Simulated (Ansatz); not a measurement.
# HfN under pressure: fit and missing row

HfN, P6_3/mmc, a = 3.144 Å, c = 5.425 Å. This isn't the usual stable structure of the compound. Ansatz: r2SCAN, PAW, 500 eV, Γ-centred 18×18×8 mesh on 4 atoms, Gaussian smearing 0.10 eV; no spin polarisation. Cell and atoms are relaxed at each pressure, and no other structure is tried, so the rows at high pressure may lie past a change of phase.

```tsv
V (Å³/atom)	P (GPa)
?	40.02
10.900	19.98
11.227	9.99
11.409	5.05
11.529	2.00
11.613	-0.03
11.697	-2.00
```

Question: Take V0 = 11.613 Å³/atom, count pressures from its P0 = -0.03 GPa, fit the third-order Birch–Murnaghan form to the other rows, and predict the missing volume.

Answer: With the Eulerian strain f = ½[(V0/V)^(2/3) − 1] and y = (P − P0)/[3f(1 + 2f)^(5/2)], the form is the line y = B0 + 1.5 B0 (B0′ − 4) f. Rows (f, y): 0.02157, 278.2; 0.01140, 276.9; 0.00594, 276.8; 0.00243, 275.1; -0.00240, 276.9. Means f = 0.007788, y = 276.78; Σ(Δf)² = 0.0003389, ΣΔfΔy = 0.02775; the slope is their ratio. y = 276.1 + 81.87 f GPa, so B0 = 276.1 GPa and B0′ = 4 + 2 × (81.87)/(3 × 276.1) = 4.20. P = 40.02 GPa is met at f = 0.03952 (y = 279.34), so V = V0 (1 + 2f)^(−3/2) = 10.361 Å³/atom. The run gave 10.359 Å³/atom, so the fit is 0.002 Å³/atom too high, a small miss on the scale of the series. The form still works here, 91 % of the fitted range beyond its end.

Spin–orbit coupling is left out, which can shift energies with elements as heavy as these.